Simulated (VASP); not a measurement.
# SnSe2 (P-3m1) in VASP: notebook

One crystal, SnSe2, is run at these levels: PBE, r2SCAN; tasks: single point.

Everything below comes from runs of VASP 6.6.1. Logs are shortened: lines on timing, memory, paths and dates and some standing lists are left out, and cuts for length are marked.

## (1) The structure

The structure is trigonal, space group P-3m1 (No. 164). Conventional cell: a = 3.825 Å, b = 3.825 Å, c = 6.227 Å, α = 90.00°, β = 90.00°, γ = 120.00°. Sn (site symmetry -3m) has 6 Se at 2.71 Å as nearest neighbours. Se (site symmetry 3m) has 3 Sn at 2.71 Å as nearest neighbours.

The cell was built by a generator and needn't be a form met in nature.

## (2) Single point, PBE

INCAR

```
PREC = Accurate
ENCUT = 520
EDIFF = 1E-6
ISMEAR = -1
SIGMA = 0.02
LREAL = False
LASPH = True
NELM = 100
ALGO = Normal
ISIF = 2
LWAVE = False
LCHARG = False
GGA = PE
NBANDS = 20
```

KPOINTS

```
regular mesh
0
Gamma
  12 12 4
```

POSCAR

```
SnSe2
1.0
    3.8251493304      0.0000000000      0.0000000000
   -1.9125746652      3.3126764934      0.0000000000
    0.0000000000      0.0000000000      6.2270790464
Sn Se
1 2
Direct
    0.0000000000      0.0000000000      0.0000000000
    0.3333333333      0.6666666667      0.2530782237
    0.6666666667      0.3333333333      0.7469217763
```

Potentials or basis: VASP PAW PBE potentials, release 64 (Sn_d, Se).

Started as:

```bash
cat potpaw_PBE.64/Sn_d/POTCAR potpaw_PBE.64/Se/POTCAR > POTCAR
mpirun -np 1 vasp_std > vasp.out
```

OUTCAR:

```text
PREC = Accurate
   ENCUT = 520
   EDIFF = 1E-6
   ISMEAR = -1
   LREAL = False
   LASPH = True
   NELM = 100
   ISIF = 2
   GGA = PE

 ion  position               nearest neighbor table
   1  0.000  0.000  0.000-   2 2.71   3 2.71   3 2.71   2 2.71   3 2.71   2 2.71
   2  0.333  0.667  0.253-   1 2.71   1 2.71   1 2.71
   3  0.667  0.333  0.747-   1 2.71   1 2.71   1 2.71

  LATTYP: Found a hexagonal cell.
 ALAT       =     3.8251493304
 C/A-ratio  =     1.6279309665

  Lattice vectors:

 A1 = (   3.8251493304,   0.0000000000,   0.0000000000)
 A2 = (  -1.9125746652,   3.3126764934,   0.0000000000)
 A3 = (   0.0000000000,   0.0000000000,   6.2270790464)

Analysis of symmetry for initial positions (statically):
=====================================================================
 Subroutine PRICEL returns:
 Original cell was already a primitive cell.

 Routine SETGRP: Setting up the symmetry group for a
 hexagonal supercell.

 Subroutine GETGRP returns: Found 12 space group operations
 (whereof 12 operations were pure point group operations)
 out of a pool of 24 trial point group operations.

The static configuration has the point symmetry D_3d.

Analysis of symmetry for dynamics (positions and initial velocities):
=====================================================================
 Subroutine PRICEL returns:
 Original cell was already a primitive cell.

 Routine SETGRP: Setting up the symmetry group for a
 hexagonal supercell.

 Subroutine GETGRP returns: Found 12 space group operations
 (whereof 12 operations were pure point group operations)
 out of a pool of 24 trial point group operations.

The dynamic configuration has the point symmetry D_3d.

 Subroutine INISYM returns: Found 12 space group operations
 (whereof 12 operations are pure point group operations),
 and found     1 'primitive' translations

----------------------------------------------------------------------------------------

                                     Primitive cell

  volume of cell :      78.9063

  direct lattice vectors                    reciprocal lattice vectors
     3.825149330  0.000000000  0.000000000     0.261427702  0.150935354  0.000000000
    -1.912574665  3.312676493  0.000000000     0.000000000  0.301870708  0.000000000
     0.000000000  0.000000000  6.227079046     0.000000000  0.000000000  0.160588936

  length of vectors
     3.825149330  3.825149330  6.227079046     0.301870708  0.301870708  0.160588936

  position of ions in fractional coordinates (direct lattice)
     0.000000000  0.000000000  0.000000000
     0.333333333  0.666666667  0.253078224
     0.666666667  0.333333333  0.746921776

  ion indices of the primitive-cell ions
   primitive index   ion index
                 1           1
                 2           2
                 3           3

----------------------------------------------------------------------------------------

 KPOINTS: regular mesh

Automatic generation of k-mesh.
 Grid dimensions read from file:
 generate k-points for:   12   12    4

 Generating k-lattice:

  Cartesian coordinates                     Fractional coordinates (reciprocal lattice)
     0.021785642  0.012577946  0.000000000     0.083333333 -0.000000000  0.000000000
     0.000000000  0.025155892  0.000000000     0.000000000  0.083333333  0.000000000
     0.000000000  0.000000000  0.040147234     0.000000000  0.000000000  0.250000000

  Length of vectors
     0.025155892  0.025155892  0.040147234

  Shift w.r.t. Gamma in fractional coordinates (k-lattice)
     0.000000000  0.000000000  0.000000000

 Subroutine IBZKPT returns following result:
 ===========================================

 Found     69 irreducible k-points:

 Following reciprocal coordinates:
            Coordinates               Weight
  0.000000  0.000000  0.000000      1.000000
  0.083333  0.000000  0.000000      6.000000
  0.166667  0.000000  0.000000      6.000000
  0.250000  0.000000  0.000000      6.000000
  0.333333  0.000000  0.000000      6.000000
  0.416667  0.000000  0.000000      6.000000
[... 16 lines left out ...]
  0.166667  0.000000  0.250000      6.000000
  0.000000  0.166667  0.250000      6.000000
 [... further k-points ...]
   k-points           NKPTS =     69   k-points in BZ     NKDIM =     69   number of bands    NBANDS=     20
   number of dos      NEDOS =    301   number of ions     NIONS =      3
   total plane-waves  NPLWV =  37632
   dimension x,y,z NGX =    28 NGY =   28 NGZ =   48
   dimension x,y,z NGXF=    56 NGYF=   56 NGZF=   96
   ions per type =               1   2
   NGX,Y,Z   is equivalent  to a cutoff of  12.17, 12.17, 12.81 a.u.
   NGXF,Y,Z  is equivalent  to a cutoff of  24.34, 24.34, 25.63 a.u.
 SYSTEM =  unknown system
   PREC   = accura    normal or accurate (medium, high low for compatibility)
   ISTART =      0    job   : 0-new  1-cont  2-samecut
   ICHARG =      2    charge: 1-file 2-atom 10-const
   ISPIN  =      1    spin polarized calculation?
   LNONCOLLINEAR =      F non collinear calculations
   LSORBIT =      F    spin-orbit coupling
   LASPH  =      T    aspherical Exc in radial PAW
   ENCUT  =  520.0 eV  38.22 Ry    6.18 a.u.   7.11  7.11 11.58*2*pi/ulx,y,z
   NELM   =    100;   NELMIN=  2; NELMDL= -5     # of ELM steps
   EDIFF  = 0.1E-05   stopping-criterion for ELM
   LREAL  =      F    real-space projection
   EDIFFG = 0.1E-04   stopping-criterion for IOM
   NSW    =      0    number of steps for IOM
   IBRION =     -1    ionic relax: 0-MD 1-quasi-New 2-CG
   NFREE  =      0    steps in history (QN), initial steepest desc. (CG)
   ISIF   =      2    stress and relaxation
   ISYM   =      2    0-nonsym 1-usesym 2-fastsym
   POTIM  = 0.5000    time-step for ionic-motion
   TEBEG  =    0.0;   TEEND  =   0.0 temperature during run
   PSTRESS=    0.0 pullay stress
   NELECT =      26.0000    total number of electrons
   NUPDOWN=      -1.0000    fix difference up-down
   EMIN   =  10.00;   EMAX   =-10.00  energy-range for DOS
   EFERMI =   0.00;   METHOD = LEGACY
   ISMEAR =    -1;   SIGMA  =   0.02  broadening in eV -4-tet -1-fermi 0-gaus
   EFERMI_NEDOS =   21; number of points for ismear=-14 and -15
   IALGO  =     38    algorithm
   IMIX   =      4    mixing-type and parameters
     AMIX     =   0.40;   BMIX     =  1.00
     AMIX_MAG =   1.60;   BMIX_MAG =  1.00
  volume/ion in A,a.u.               =      26.30       177.50
  Fermi-wavevector in a.u.,A,eV,Ry     =   1.130738  2.136785 17.395982  1.278569
  Thomas-Fermi vector in A             =   2.267435
   LORBIT       =      0    0 simple, 1 ext, 2 COOP (PROOUT), +10 PAW based schemes
   GGA     = PE    functional components
[... 5 lines left out ...]
 non-spin polarized calculation
  energy-cutoff  :      520.00
  volume of cell :       78.91
 maximum number of plane-waves:      2142
   NGX = 15   NGY = 15   NGZ = 23

 number of electron      26.0000000 magnetization

 Free energy of the ion-electron system (eV)
  ---------------------------------------------------
  ext. energy  EPLUGINS =         0.00000000
  ---------------------------------------------------
  free energy    TOTEN  =       -11.82419321 eV

  energy without entropy =      -11.82419321  energy(sigma->0) =      -11.82419321

 E-fermi :   4.3104     XC(G=0):  -9.3752

 val. band max:        3.9405765972   @ k =   0.0833   0.0833   0.0000
 cond. band min:       4.6762552612   @ k =   0.5000   0.0000   0.5000
 fundamental gap:      0.7356786640
 Fermi energy:         4.3103716980

 k-point     1 :       0.0000    0.0000    0.0000
  band No.  band energies     occupation
      1     -17.2866      2.00000
      2     -17.2866      2.00000
      3     -17.2497      2.00000
      4     -17.2381      2.00000
      5     -17.2381      2.00000
      6      -9.8328      2.00000
[... 12 lines left out ...]
     19      12.9294      0.00000
     20      12.9294      0.00000

 k-point     2 :       0.0833    0.0000    0.0000
  band No.  band energies     occupation
      1     -17.2894      2.00000
      2     -17.2841      2.00000
      3     -17.2479      2.00000
      4     -17.2398      2.00000
      5     -17.2378      2.00000
      6      -9.7653      2.00000
[... 12 lines left out ...]
     19      12.2624      0.00000
     20      13.0171      0.00000

 k-point     3 :       0.1667    0.0000    0.0000
  band No.  band energies     occupation
      1     -17.2979      2.00000
      2     -17.2777      2.00000
      3     -17.2459      2.00000
      4     -17.2407      2.00000
      5     -17.2366      2.00000
      6      -9.5673      2.00000
[... 12 lines left out ...]
     19      12.1846      0.00000
     20      13.2096      0.00000

 k-point     4 :       0.2500    0.0000    0.0000
  band No.  band energies     occupation
      1     -17.3107      2.00000
      2     -17.2710      2.00000
      3     -17.2510      2.00000
      4     -17.2329      2.00000
      5     -17.2329      2.00000
      6      -9.2548      2.00000
[... 12 lines left out ...]
     19      12.2215      0.00000
     20      13.4908      0.00000

 k-point     5 :       0.3333    0.0000    0.0000
  band No.  band energies     occupation
      1     -17.3242      2.00000
      2     -17.2670      2.00000
      3     -17.2559      2.00000
      4     -17.2264      2.00000
      5     -17.2244      2.00000
      6      -8.8633      2.00000
[... 12 lines left out ...]
     19      12.9417      0.00000
     20      13.6996      0.00000

 k-point     6 :       0.4167    0.0000    0.0000
  band No.  band energies     occupation
      1     -17.3343      2.00000
      2     -17.2656      2.00000
      3     -17.2594      2.00000
      4     -17.2201      2.00000
      5     -17.2181      2.00000
      6      -8.4693      2.00000
[... 12 lines left out ...]
     19      13.5725      0.00000
     20      14.3040      0.00000

 k-point     7 :       0.5000    0.0000    0.0000
  band No.  band energies     occupation
      1     -17.3380      2.00000
      2     -17.2654      2.00000
      3     -17.2606      2.00000
      4     -17.2176      2.00000
      5     -17.2158      2.00000
      6      -8.2610      2.00000
[... 12 lines left out ...]
     19      13.8467      0.00000
     20      14.5435      0.00000
[... 277 lines left out ...]
 k-point    20 :       0.0000    0.0000    0.2500
  band No.  band energies     occupation
      1     -17.2866      2.00000
      2     -17.2866      2.00000
      3     -17.2497      2.00000
      4     -17.2381      2.00000
      5     -17.2381      2.00000
      6      -9.7522      2.00000
[... 12 lines left out ...]
     19      12.6149      0.00000
     20      12.6195      0.00000

 k-point    21 :       0.0833    0.0000    0.2500
  band No.  band energies     occupation
      1     -17.2894      2.00000
      2     -17.2841      2.00000
      3     -17.2478      2.00000
      4     -17.2398      2.00000
      5     -17.2378      2.00000
      6      -9.6852      2.00000
[... 12 lines left out ...]
     19      12.1215      0.00000
     20      12.8962      0.00000

 k-point    22 :       0.0000    0.0833    0.2500
  band No.  band energies     occupation
      1     -17.2894      2.00000
      2     -17.2841      2.00000
      3     -17.2478      2.00000
      4     -17.2398      2.00000
      5     -17.2379      2.00000
      6      -9.6852      2.00000
[... 12 lines left out ...]
     19      12.0705      0.00000
     20      12.6289      0.00000

 k-point    23 :       0.1667    0.0000    0.2500
  band No.  band energies     occupation
      1     -17.2979      2.00000
      2     -17.2777      2.00000
      3     -17.2459      2.00000
      4     -17.2406      2.00000
      5     -17.2366      2.00000
      6      -9.4891      2.00000
[... 12 lines left out ...]
     19      12.2148      0.00000
     20      13.1337      0.00000

 k-point    24 :       0.0000    0.1667    0.2500
  band No.  band energies     occupation
      1     -17.2979      2.00000
      2     -17.2777      2.00000
      3     -17.2459      2.00000
      4     -17.2406      2.00000
      5     -17.2366      2.00000
      6      -9.4888      2.00000
[... 12 lines left out ...]
     19      11.9751      0.00000
     20      12.8824      0.00000

 [... further k-points ...]

------------------------ aborting loop because EDIFF is reached ----------------------------------------

  FORCE on cell =-STRESS in cart. coord.  units (eV):
  Direction    XX          YY          ZZ          XY          YZ          ZX
  --------------------------------------------------------------------------------------
  -------------------------------------------------------------------------------------
  Total        1.4301371      1.4301371      1.5194251     -0.0000000      0.0000000      0.0000000
  in kB       29.0386519     29.0386519     30.8516283     -0.0000000      0.0000000      0.0000000
  external PRESSURE =      29.6429773 kB  Pullay stress =       0.0000000 kB

 VOLUME and BASIS-vectors are now :
 -----------------------------------------------------------------------------
  energy-cutoff  :      520.00
  volume of cell :       78.91
      direct lattice vectors                 reciprocal lattice vectors
     3.825149330  0.000000000  0.000000000     0.261427702  0.150935354  0.000000000
    -1.912574665  3.312676493  0.000000000     0.000000000  0.301870708  0.000000000
     0.000000000  0.000000000  6.227079046     0.000000000  0.000000000  0.160588936

 POSITION                                       TOTAL-FORCE (eV/Angst)
 -----------------------------------------------------------------------------------
      0.00000      0.00000      0.00000        -0.000000      0.000000      0.000000
     -0.00000      2.20845      1.57594         0.000000     -0.000000      0.275062
      1.91257      1.10423      4.65114        -0.000000      0.000000     -0.275062
 -----------------------------------------------------------------------------------
    total drift:                               -0.000000     -0.000000      0.000000

  FREE ENERGIE OF THE ION-ELECTRON SYSTEM (eV)
  ---------------------------------------------------
  free  energy   TOTEN  =       -11.8241932145 eV

  energy  without entropy=      -11.8241932143  energy(sigma->0) =      -11.82419321
```

Wall time 80 s (1 thread of AMD EPYC 7R13 (Zen 3), shared host); peak memory 0.22 GiB.

What came out:

```yaml
Free_energy: -11.8242 eV
Pressure: 3.0 GPa
Largest_force: 0.275 eV/Å
Band_gap_on_the_k_mesh: 0.74 eV, indirect (least direct gap 1.12 eV)
```

Forces in eV/Å, atoms in the order of the input:
```
Sn   0.000  0.000  0.000
Se   0.000  0.000  0.275
Se   0.000  0.000 -0.275
```

Stress tensor (GPa, compression positive):
```
2.90 0.00 0.00
0.00 2.90 0.00
0.00 0.00 3.09
```

Levels at points of the mesh, in eV from the valence-band top:
| k point | band 10 | band 11 | band 12 | band 13 | band 14 | band 15 | band 16 | band 17 |
| --- | --- | --- | --- | --- | --- | --- | --- | --- |
| (0.00, 0.00, 0.00) | -0.57 | -0.30 | -0.30 | -0.12 | 1.00 | 3.06 | 4.65 | 4.65 |
| (0.50, 0.00, 0.00) | -2.89 | -2.47 | -1.25 | -0.27 | 1.15 | 3.75 | 5.32 | 5.37 |
| (0.00, 0.00, 0.50) | -0.67 | -0.67 | -0.14 | -0.14 | 2.44 | 2.98 | 4.39 | 4.39 |
| (0.50, 0.00, 0.50) | -2.30 | -1.99 | -0.83 | -0.66 | 0.74 | 4.16 | 4.72 | 5.79 |

Caveat: spin-orbit coupling is left out, which moves the levels of the heavy elements; this functional lacks dispersion, which binds the layers, so the pressure and a relaxed spacing across them are unreliable. A k mesh can miss the band edges.

[end of part 1 of 2]
